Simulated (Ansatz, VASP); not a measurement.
One calculation of BN, two programs

The input INCAR:

```
  PREC = Accurate
  ENCUT = 520
  EDIFF = 1E-6
  ISMEAR = 0
  SIGMA = 0.05
  LREAL = F
  LASPH = T
  NELM = 80
  ALGO = Normal
  ISIF = 2
  LWAVE = F
  LCHARG = F
  GGA = PE
  NBANDS = 11
```

File KPOINTS:

```
regular mesh
0
Gamma
  12 12 12
```

The input POSCAR:

```
BN
1.0
   -0.2718590671      1.8123937807      1.8123937807
    1.8123937807     -0.2718590671      1.8123937807
    1.5405347136      1.5405347136      0.0000000000
B N
1 1
Direct
    0.0000000000      0.0000000000      0.0000000000
    0.7500000000      0.7500000000      0.7500000000
```

Input for Ansatz:

```yaml
crystal:
  lattice:
    - [-0.2718590671, 1.8123937807, 1.8123937807]
    - [1.8123937807, -0.2718590671, 1.8123937807]
    - [1.5405347136, 1.5405347136, 0.0]
  atoms:
    - { symbol: B, position: [0.0, 0.0, 0.0] }
    - { symbol: "N", position: [0.75, 0.75, 0.75] }
basis:
  ecutwfc: 520.0
kpoints:
  mp_grid: { grid: [12, 12, 12] }
hamiltonian:
  xc: pbe
scf:
  occupations: { method: gaussian, width: 0.05 }
output:
  forces: true
  stress: true
  eigenvalues: true
```

Change from the starting cell: engineering shear strain xz -0.3000, normal strain along z +0.0000.

Alike in both runs: task single point; functional PBE; k mesh 12 × 12 × 12; occupations gaussian, width 0.05 eV; no spin polarisation.

|  | VASP | Ansatz |
| --- | --- | --- |
| version | VASP 6.6.1 | Ansatz 0.2.0 |
| potentials or method | VASP PAW PBE potentials, release 64 (B, N) | scalar-relativistic, plane waves, PAW |
| plane-wave cutoff (eV) | 520 | 520 |
| valence electrons in the cell | 8 | 8 |

Ansatz gave:

- gap on the k mesh at the Fermi level (eV): 0.52
- least direct gap on the mesh (eV): 2.73
- pressure (GPa): 43.1
- largest component of the traceless stress (GPa): 146.61
- rms of the force components (eV/Å): 0.530

Problem. Estimate VASP's values.

Solution. gap on the k mesh at the Fermi level (eV): 0.52; least direct gap on the mesh (eV): 2.73; pressure (GPa): 43.5; largest component of the traceless stress (GPa): 147.28; rms of the force components (eV/Å): 0.552.

Atom by atom the forces differ by 0.022 eV/Å (rms over components).

Caveats: so large a pressure means that the cell lies far from this level's equilibrium, or that cutoff or potentials fall short (VASP). A k mesh can miss the band edges.
